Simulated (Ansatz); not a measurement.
# SrTiO3 — ⁴⁷Ti NMR of the central transition

Cell: a structure deposited in the COD whose atoms were relaxed with PBE, the cell held.

```
Sr Ti O
1.0
    -2.75550    2.75550    3.89800
     2.75550   -2.75550    3.89800
     2.75550    2.75550   -3.89800
Sr Ti O
2 2 6
Direct
  0.75000 0.25000 0.50000
  0.25000 0.75000 0.50000
  0.00000 0.00000 0.00000
  0.50000 0.50000 0.00000
  0.25000 0.25000 0.00000
  0.75000 0.75000 0.00000
  0.72832 0.22832 0.95665
  0.22832 0.27168 0.50000
  0.27168 0.77168 0.04335
  0.77168 0.72832 0.50000
```

Atom numbers follow the list; atoms alike are taken as one site, whose name carries the number of the first.

Level of theory: DFT, PBE, plane waves and PAW, with spin–orbit coupling, 420 eV cutoff, Γ-centred 8×8×8 k-points, Fermi–Dirac smearing 0.02 eV (Ansatz 0.2.0).

⁴⁷Ti has I = 5/2 and Q = 302.0 mb (Pyykkö 2018); at 23.5 T its Larmor frequency is ν₀ = 56.5 MHz. Only the quadrupole interaction is simulated: positions count from each site's isotropic chemical shift, and J coupling is left out, as are shift anisotropy and dipolar coupling, which fast spinning averages.

Simulated pattern of one Ti site (fast magic-angle spinning, Gaussian broadening 0.03 kHz):

```
offset (kHz)  height
      -1.427       0
      -1.393       0
      -1.360       3
      -1.326       4
      -1.293       4
      -1.259       4
      -1.226       5
      -1.192       5
      -1.159       5
      -1.125       5
      -1.092       5
      -1.058       5
      -1.025       5
      -0.991       5
      -0.958       6
      -0.924       6
      -0.891       9
      -0.857      68
      -0.824      69
      -0.790      47
      -0.757      40
      -0.723      36
      -0.690      34
      -0.656      32
      -0.622      32
      -0.589      31
      -0.555      31
      -0.522      31
      -0.488      32
      -0.455      33
      -0.421      34
      -0.388      36
      -0.354      38
      -0.321      42
      -0.287      49
      -0.254      61
      -0.220     100
      -0.187      66
      -0.153       1
      -0.120       0
```

(1) Which |C_Q| and η does the pattern imply?

## Answers

(1) The pattern spans 1.17 kHz before broadening and its centre of gravity is at -0.547 kHz, which fixes P_Q; the places of the horns and steps fix η. That gives P_Q = 2.27 MHz, |C_Q| = 2.27 MHz and η = 0.00. The sign of C_Q can't be read from the pattern.

An axis of threefold or higher order runs through Ti, so V_zz lies along it and η is zero.

At this cell the PBE pressure is 5 GPa, so with PBE the cell would grow if it were relaxed.
